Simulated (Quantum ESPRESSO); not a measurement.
A calculation with Quantum ESPRESSO 7.5 of Rb (ASE script, Cartesian positions):

Contents of run.py:

```python
import numpy as np
from ase.calculators.espresso import Espresso, EspressoProfile
from ase.io import read

atoms = read('Rb.xyz')

input_data = {
    'control': {'calculation': 'scf', 'prefix': 'pwscf', 'outdir': './tmp', 'tprnfor': True, 'tstress': True, 'disk_io': 'nowf'},
    'system': {'ecutwfc': 60.0, 'nbnd': 10, 'occupations': 'smearing', 'smearing': 'fd', 'degauss': 0.00367493},
    'electrons': {'conv_thr': 2e-10, 'electron_maxstep': 120, 'mixing_beta': 0.5},
}
pseudopotentials = {'Rb': 'Rb_ONCV_PBE-1.0.oncvpsp.upf'}
profile = EspressoProfile(command='pw.x', pseudo_dir='pseudo')
dft = Espresso(profile=profile, input_data=input_data, pseudopotentials=pseudopotentials, kpts=(7, 7, 7), koffset=(0, 0, 0))
atoms.calc = dft

print(f'energy {atoms.get_potential_energy():.8f} eV')
print('forces (eV/A)')
print(np.round(atoms.get_forces(), 6))
print('stress (eV/A^3, Voigt)')
print(np.round(atoms.get_stress(), 8))
print(f'Fermi level {dft.get_fermi_level():.4f} eV')
```

The input Rb.xyz:

```xyz
1
Lattice="-2.8025000000 2.8025000000 2.8025000000 2.8025000000 -2.8025000000 2.8025000000 2.8025000000 2.8025000000 -2.8025000000" Properties=species:S:1:pos:R:3 pbc="T T T"
Rb     0.0000000000      0.0000000000      0.0000000000
```

Potentials or basis: SSSP 1.3 efficiency PBE.

Command:

```sh
$ OMP_NUM_THREADS=1 python run.py
```

Question: Write the same calculation in another form: native input, structure typed inline.

Answer: As run:

The input pw.in:

```
&CONTROL
  calculation = 'scf'
  prefix = 'pwscf'
  outdir = './tmp'
  pseudo_dir = './pseudo'
  tprnfor = .true.
  tstress = .true.
  disk_io = 'low'
/
&SYSTEM
  ibrav = 0
  nat = 1
  ntyp = 1
  ecutwfc = 60
  nbnd = 10
  occupations = 'smearing'
  smearing = 'fd'
  degauss = 0.00367493
/
&ELECTRONS
  conv_thr = 2d-10
  electron_maxstep = 120
  mixing_beta = 0.5
/
ATOMIC_SPECIES
Rb    85.4678 Rb_ONCV_PBE-1.0.oncvpsp.upf
CELL_PARAMETERS angstrom
  -2.8025000000    2.8025000000    2.8025000000
   2.8025000000   -2.8025000000    2.8025000000
   2.8025000000    2.8025000000   -2.8025000000
ATOMIC_POSITIONS crystal
Rb     0.0000000000    0.0000000000    0.0000000000
K_POINTS automatic
7 7 7 0 0 0
```

pp_density.in

```
&INPUTPP
  prefix = 'pwscf'
  outdir = './tmp'
  filplot = 'density.dat'
  plot_num = 0
/
&PLOT
  nfile = 1
  filepp(1) = 'density.dat'
  iflag = 3
  output_format = 6
  fileout = 'density.cube'
/
```

File pp_potential.in:

```
&INPUTPP
  prefix = 'pwscf'
  outdir = './tmp'
  filplot = 'potential.dat'
  plot_num = 11
/
&PLOT
  nfile = 1
  filepp(1) = 'potential.dat'
  iflag = 3
  output_format = 6
  fileout = 'potential.cube'
/
```

Contents of pp_elf.in:

```
&INPUTPP
  prefix = 'pwscf'
  outdir = './tmp'
  filplot = 'elf.dat'
  plot_num = 8
/
&PLOT
  nfile = 1
  filepp(1) = 'elf.dat'
  iflag = 3
  output_format = 6
  fileout = 'elf.cube'
/
```

Potentials or basis: SSSP 1.3 efficiency PBE.

Launch:

```bash
$ OMP_NUM_THREADS=1 pw.x -in pw.in > pw.out
$ OMP_NUM_THREADS=1 pp.x -in pp_density.in > pp_density.out
$ OMP_NUM_THREADS=1 pp.x -in pp_potential.in > pp_potential.out
$ OMP_NUM_THREADS=1 pp.x -in pp_elf.in > pp_elf.out
```

Both were run:

|  | ASE script, Cartesian positions | native input, structure typed inline |
| --- | --- | --- |
| Pressure | 0.1 GPa | 0.1 GPa |
| Band gap on the k mesh | none (metal or under the smearing width) | none (metal or under the smearing width) |

Keys that steer only the numerical path or the files written may differ.
